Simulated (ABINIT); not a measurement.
The system is As.

```
As
1.0
     2.70368    0.00000    0.00000
     0.00000    2.70368    0.00000
     0.00000    0.00000    2.70368
As
1
Direct
  0.50000 0.50000 0.50000
```

This isn't the form of As at room conditions, which is rhombohedral.

Base run:

| Item | Value |
| --- | --- |
| Program | ABINIT 10.8.3 (patched build) |
| Functional | PBEsol |
| Potentials or basis | PseudoDojo NC SR PBEsol v0.4.1 standard |
| Cutoff | 1034 eV |
| k mesh | 12 × 12 × 12, shifted |
| Occupations | fermi-dirac, width 0.05 eV |
| Spin | no spin polarisation |

Its results: pressure -2.9 GPa.

**Question.** The run is repeated on the same cell with these changes: k mesh from 12 × 12 × 12, shifted to 8 × 8 × 8. What comes out?

**Answer.** Pressure -2.4 GPa.
